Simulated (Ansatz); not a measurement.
Write the native input for Ansatz 0.2.0 that does the following.

| Item | Value |
| --- | --- |
| Task | band structure |
| Functional | PBEsol |
| Potentials or basis | Ansatz PAW |
| Cutoff | 420 eV (not typed: the program's choice for these potentials) |
| k mesh | 6 × 6 × 9 |
| Occupations | fermi-dirac, width 0.05 eV |
| Spin | no spin polarisation |
| Path | [["G", "M", "K", "G", "A", "L", "H", "A"], ["L", "M"], ["K", "H"]] |
| Points for each segment of the path | 14 |

TaN:

```
Ta N
1.0
     5.19600    0.00000    0.00000
    -2.59800    4.49987    0.00000
     0.00000    0.00000    2.91100
Ta N
3 3
Direct
  0.00000 0.00000 0.00000
  0.66667 0.33333 0.50000
  0.33333 0.66667 0.50000
  0.00000 0.39285 0.00000
  0.60715 0.60715 0.00000
  0.39285 0.00000 0.00000
```

One way to write it, as run:

input.yaml

```yaml
crystal:
  lattice:
    - [5.196, 0.0, 0.0]
    - [-2.598, 4.4998679981, 0.0]
    - [0.0, 0.0, 2.911]
  atoms:
    - { symbol: Ta, position: [0.0, 0.0, 0.0] }
    - { symbol: Ta, position: [0.6666666667, 0.3333333333, 0.5] }
    - { symbol: Ta, position: [0.3333333333, 0.6666666667, 0.5] }
    - { symbol: "N", position: [0.0, 0.39285, 0.0] }
    - { symbol: "N", position: [0.60715, 0.60715, 0.0] }
    - { symbol: "N", position: [0.39285, 0.0, 0.0] }
hamiltonian:
  xc: pbesol
  pseudopotentials: { kind: paw }
kpoints:
  mp_grid: { grid: [6, 6, 9] }
  band_path:
    path:
      - [[0.0, 0.0, 0.0], [0.5, 0.0, 0.0], [0.3333333333, 0.3333333333, 0.0], [0.0, 0.0, 0.0], [0.0, 0.0, 0.5], [0.5, 0.0, 0.5], [0.3333333333, 0.3333333333, 0.5], [0.0, 0.0, 0.5]]
      - [[0.5, 0.0, 0.5], [0.5, 0.0, 0.0]]
      - [[0.3333333333, 0.3333333333, 0.0], [0.3333333333, 0.3333333333, 0.5]]
    npoints: 14
scf:
  occupations: { method: fermi_dirac, width: 0.05 }
  n_extra_bands: 15
output:
  forces: true
  stress: true
  eigenvalues: true
  fatbands: false
```

Potentials or basis: Ansatz PAW.

Launch:

```console
$ ansatz run input.yaml --threads 2 --pin off --max-ram 5632MiB --backend cpu --events-out ev --progress --plain --runs-dir out
```

It gave:

```yaml
Pressure: -3.8 GPa
Largest_force: 0.017 eV/Å
Band_gap_on_the_k_mesh: none (metal or under the smearing width)
```

Caveat: the pressure holds a Pulay correction of +0.5 GPa for the finite cutoff; spin-orbit coupling is left out, which moves the levels of the heavy elements; the PAW data sets come from PBE, with cores solved anew for the run's functional, which leaves a small shift of forces and pressure.

Run time: 16 s on 2 threads of Arm Neoverse V1 (shared host), peak memory 0.43 GiB.
